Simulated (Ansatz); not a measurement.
The system is Cr.

```
CELL_PARAMETERS angstrom
-0.01743 1.81563 1.81066
1.83101 -0.01704 1.81027
1.85590 1.84013 -0.04193
ATOMIC_POSITIONS crystal
Cr 0.00000 0.00000 0.00000
```

This isn't the form of Cr at room conditions, which is bcc.

The cell isn't the ideal one: cell sheared at random, sigma 0.01, atoms nudged by 0.01 Å.

Base run:

```yaml
Program: Ansatz 0.2.0
Functional: PBE
Potentials_or_basis: Ansatz PAW
Cutoff: "420 eV (not typed: the program's choice for these potentials)"
k_mesh: 10 × 10 × 10
Occupations: fermi-dirac, width 0.05 eV
Spin: collinear spin, ferromagnetic start
Starting_moments: "[0.8] μB"
Fixed_moment: 0.8 μB
```

Its results: pressure -7.3 GPa; site moments Cr +0.72 μB.

Problem. The run is repeated on the same cell with these changes: fixed moment from 0.8 μB to 2.2 μB; moments at the start from [0.8] to [2.2]. What comes out?

Solution. Pressure 12.7 GPa; site moments Cr +1.96 μB.

Caveats: the total moment is fixed, so each spin has its own Fermi level; the thresholds are loose for stress.
